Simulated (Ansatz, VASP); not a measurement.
# Two plane-wave programs on In3Se

The input INCAR:

```
  PREC = Accurate
  ENCUT = 520
  EDIFF = 1E-6
  ISMEAR = 1
  SIGMA = 0.05
  LREAL = False
  LASPH = True
  NELM = 100
  ALGO = Normal
  ISIF = 2
  LWAVE = False
  LCHARG = True
  GGA = PS
  LELF = True
  LVHAR = True
  NBANDS = 30
```

Contents of KPOINTS:

```
regular mesh
0
Gamma
  10 10 10
```

The input POSCAR:

```
In3Se
1.0
    4.8037580000      0.0000000000      0.0000000000
    0.0000000000      4.8037580000      0.0000000000
    0.0000000000      0.0000000000      4.8037580000
In Se
3 1
Direct
    0.0000000000      0.5000000000      0.5000000000
    0.5000000000      0.0000000000      0.5000000000
    0.5000000000      0.5000000000      0.0000000000
    0.0000000000      0.0000000000      0.0000000000
```

Input for Ansatz:

```yaml
crystal:
  lattice:
    - [4.803758, 0.0, 0.0]
    - [0.0, 4.803758, 0.0]
    - [0.0, 0.0, 4.803758]
  atoms:
    - { symbol: In, position: [0.0, 0.5, 0.5] }
    - { symbol: In, position: [0.5, 0.0, 0.5] }
    - { symbol: In, position: [0.5, 0.5, 0.0] }
    - { symbol: Se, position: [0.0, 0.0, 0.0] }
basis:
  ecutwfc: 420
kpoints:
  mp_grid: { grid: [10, 10, 10] }
hamiltonian:
  xc: pbesol
scf:
  occupations: { method: methfessel_paxton, width: 0.05 }
output:
  forces: true
  stress: true
  eigenvalues: true
```

Alike in both runs: task single point; functional PBEsol; k mesh 10 × 10 × 10; occupations methfessel-paxton of order 1, width 0.05 eV; no spin polarisation.

```csv
,VASP,Ansatz
version,VASP 6.6.1,Ansatz 0.2.0
potentials or method,"VASP PAW PBE potentials, release 64 (In_d, Se)","scalar-relativistic, plane waves, PAW"
plane-wave cutoff (eV),520,420
valence electrons in the cell,45,55
```

|  | VASP | Ansatz | Ansatz less VASP |
| --- | --- | --- | --- |
| gap on the k mesh at the Fermi level (eV) | none | none | - |
| pressure (GPa) | -3.0 | -3.0 | +0.03 |

A gap of «none» marks a metal or a gap that the smearing closes. With one functional, cell and mesh, what is left measures potentials, basis and numerics. The two sets of potentials don't hold the same shells in valence.

Caveats: the PAW data sets were made with another functional, which shifts forces and pressure a little (VASP).
